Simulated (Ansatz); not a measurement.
## Relaxing an invented Rb structure

All numbers below come from DFT PBE, scalar-relativistic, plane waves, PAW (Ansatz). Cutoff 420 eV, Gaussian smearing, Γ-centred meshes. In-plane cell and atoms relax first on a coarse mesh and then on a finer one. In metals the finer mesh still leaves noise of several meV/atom or more. The steps can't lower the symmetry of their start. No spin polarisation.

Recipe of this trial structure of Rb: thin slice cut from a crystal along (001) (parent Rb; atomic planes 2). Lengths were set from tabulated atomic sizes, so they are only a guess.

The sheet is periodic along a and b; c holds vacuum.

```
CELL_PARAMETERS angstrom
5.90902 0.00000 0.00000
0.00000 5.90902 0.00000
0.00000 0.00000 17.00000
ATOMIC_POSITIONS crystal
Rb 0.00000 0.50000 0.41968
Rb 0.50000 0.00000 0.58032
```

Energies count from the standard state of Rb at the same level.

Task: Describe the relaxed structure.

Result: The symmetry stays p4/nmm (No. 64). The area per atom shrinks by 36.0 %, from 17.5 to 11.2 Å². The shortest distance goes from 4.99 Å (Rb–Rb) to 4.73 Å (Rb–Rb). The energy falls by about 0.11 eV/atom (the start's value is from the coarse mesh). The program sets the height of the box itself, so the height of the cell differs between start and end. In-plane cell: a = 4.727 Å, b = 4.727 Å, γ = 90.0°, thickness 3.85 Å between the outermost nuclei.

```yaml
crystal:
  periodic: [true, true, false]
  lattice:
    - [4.72724, 0.00000, 0.00000]
    - [0.00000, 4.72724, 0.00000]
    - [0.00000, 0.00000, 31.79450]
  atoms:
    - { symbol: Rb, position: [0.00000, 0.50000, 0.20676] }
    - { symbol: Rb, position: [0.50000, 0.00000, 0.32792] }
```

Task: Give its energy and gap.

Result: The energy over the standard state is +0.13 eV/atom and the gap on the 12×12×1 mesh of the 2-atom cell is 0 eV (a metal).

So it is a metastable form at best.

The last run used Gaussian smearing of 0.10 eV. Symmetry constrained the relaxation, so the result can be a saddle point. In all, the 4 runs took 2.7 min on 1 thread of Arm Neoverse V2, with other jobs on the host.
